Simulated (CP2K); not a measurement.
The system is CuO.

```xyz
4
Lattice="2.8795 0.0000 0.0000 0.0391 2.8793 0.0000 0.0175 0.0172 5.1763" Properties=species:S:1:pos:R:3 pbc="T T T"
Cu    0.0195    1.4396    0.0000
Cu    1.4485    0.0086    2.5882
O     2.8881    0.0177    3.8817
O     0.0479    2.8788    1.2947
```

The cell comes from a database or a generator and needn't be the stable form of this composition.

Base run:

- Program: CP2K 2026.2
- Functional: PW91
- Potentials or basis: POTENTIAL_UZH Cu GTH-PBE-q11, O GTH-PBE-q6; TZVP-MOLOPT-PBE-GTH basis
- Density cutoff: 11565 eV
- k mesh: 9 × 9 × 5
- Occupations: fermi-dirac, width 0.05 eV
- Spin: no spin polarisation

Its results: band gap on the k mesh none (metal or under the smearing width); pressure 8.2 GPa; largest force 0.044 eV/Å.

Q: The run is repeated on the same cell with these changes: functional from PW91 to PBEsol. What comes out?

A: Band gap on the k mesh none (metal or under the smearing width); pressure 1.7 GPa; largest force 0.026 eV/Å.

PBEsol binds more tightly than PW91, so the same cell stands under less pressure.

Caveats: the potentials were made for another functional, which shifts forces and pressure; the basis of atomic orbitals isn't converged, which shifts pressures, moduli and gaps; the run has no spin polarisation, though such a crystal can be magnetic; semilocal functionals often make such compounds metallic where correlation or magnetic order opens a gap, which also shifts bond lengths.
